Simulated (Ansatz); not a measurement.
# Al2O3: the cost of one run

Program: Ansatz 0.2.0. Linear response, PAW datasets, plane waves. The values are computed, spin-unpolarised, and not measurements.

## 1. The structure to begin with

The cell was relaxed beforehand with r2SCAN.

The symmetry is R-3c (No. 167, trigonal); a = 4.759 Å, c = 12.995 Å in the conventional setting, 8.49 Å³ an atom. Near Al stand 6 O at 1.86–1.97 Å; near O stand 4 Al at 1.86–1.97 Å.

As a file:

```
Al O
1.0
     2.37936    1.37372    4.33159
    -2.37936    1.37372    4.33159
     0.00000   -2.74745    4.33159
Al O
4 6
Direct
  0.14809 0.14809 0.14809
  0.35191 0.35191 0.35191
  0.64809 0.64809 0.64809
  0.85191 0.85191 0.85191
  0.94363 0.55637 0.25000
  0.44363 0.75000 0.05637
  0.55637 0.25000 0.94363
  0.25000 0.94363 0.55637
  0.75000 0.05637 0.44363
  0.05637 0.44363 0.75000
```

## 2. Dielectric tensor and Born charges, r2SCAN

Contents of input.yaml:

```yaml
crystal:
  lattice:
    - [2.379361105, 1.3737247745, 4.3315925795]
    - [-2.379361105, 1.3737247745, 4.3315925795]
    - [0.0, -2.747449549, 4.3315925795]
  atoms:
    - { symbol: Al, position: [0.1480885927, 0.1480885927, 0.1480885927] }
    - { symbol: Al, position: [0.3519114073, 0.3519114073, 0.3519114073] }
    - { symbol: Al, position: [0.6480885927, 0.6480885927, 0.6480885927] }
    - { symbol: Al, position: [0.8519114073, 0.8519114073, 0.8519114073] }
    - { symbol: O, position: [0.943633843, 0.556366157, 0.25] }
    - { symbol: O, position: [0.443633843, 0.75, 0.056366157] }
    - { symbol: O, position: [0.556366157, 0.25, 0.943633843] }
    - { symbol: O, position: [0.25, 0.943633843, 0.556366157] }
    - { symbol: O, position: [0.75, 0.056366157, 0.443633843] }
    - { symbol: O, position: [0.056366157, 0.443633843, 0.75] }
kpoints:
  mp_grid: { grid: [6, 6, 6] }
hamiltonian:
  xc: r2scan
scf:
  occupations: { method: fixed }
dielectric: {}
```

Run with:

```console
> ansatz run input.yaml --threads 4 --pin off --max-ram 6451MiB --backend cpu --events-out ev --progress --plain --runs-dir out
```

Q: Estimate wall time and peak memory on 4 threads of Arm Neoverse V2, shared host.

About 62 s, with a peak of 1.8 GiB.
